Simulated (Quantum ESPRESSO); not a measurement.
Runs of Quantum ESPRESSO 7.5 on SrO. It takes space group Fm-3m (No. 225, cubic). The conventional cell has a = 5.133 Å, b = 5.133 Å, c = 5.133 Å, α = 90.00°, β = 90.00°, γ = 90.00°. Sr (site symmetry m-3m) has 6 O at 2.57 Å as nearest neighbours. O (site symmetry m-3m) is surrounded by 6 Sr at 2.57 Å. 

```csv
task,level,potentials or basis,form of the LDA correlation,gap on the mesh (eV),pressure (GPa),V0 of scaled cells (Å³/atom),B0 (GPa)
equation of state,PBEsol,PseudoDojo 0.4.1 SR PBEsol standard,-,-,-,16.77,(c)
equation of state,PBE+D3(BJ),PseudoDojo 0.4.1 SR PBE standard,-,-,-,17.08,90
band structure,LDA,PseudoDojo 0.4.1 SR LDA standard,PW92,3.22,-4.0,-,-
equation of state,LDA,PseudoDojo 0.4.1 SR LDA standard,PW92,-,-,(a),105
band structure,PBEsol,PseudoDojo 0.4.1 SR PBEsol standard,-,(b),-0.8,-,-
```

Alike in all rows: no spin polarisation; cell as given; k mesh 9 × 9 × 9; cutoff (eV) 1143; smearing fermi-dirac 0.05 eV.

Estimate the missing entries.

(a) 16.20; (b) 3.27; (c) 94.

A k mesh can miss the band edges, and the runs leave out spin-orbit coupling on Sr.
